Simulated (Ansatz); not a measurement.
`Cl/C=C\Cl`. The species carries charge 0 and has multiplicity 1. Geometry: relaxed with PBE0-D4/def2-TZVP.

```xyz
6

Cl   -1.387    1.515   -0.091
C    -0.475    0.124   -0.471
C     0.516   -0.355    0.266
Cl    1.062    0.329    1.729
H    -0.763   -0.368   -1.390
H     1.048   -1.245   -0.044
```

(1) What is the dipole moment at ωB97M-V/def2-TZVPP? (Estimate.)

(2) And with PBE, r2SCAN, B3LYP? (An estimate is asked.)

(3) Give the Mulliken charges with ωB97M-V, B3LYP, PBE in def2-TZVPP. (An estimate is asked.)

## Answers

(1) Ansatz gave: 1.80 D, with components (0.24, -1.33, -1.19) D in this frame, pointing from negative to positive charge.

(2) Ansatz gave: PBE 1.65 D, r2SCAN 1.78 D, B3LYP 1.76 D.

(3) The calculation gave: 
```csv
atom,ωB97M-V,B3LYP,PBE
Cl1,-0.04,-0.06,-0.06
C2,-0.09,-0.07,-0.06
C3,-0.09,-0.07,-0.06
Cl4,-0.04,-0.06,-0.06
H5,0.13,0.13,0.12
H6,0.13,0.13,0.12
```

B3LYP here is the variant with VWN-RPA as its local correlation; programs differ in this.
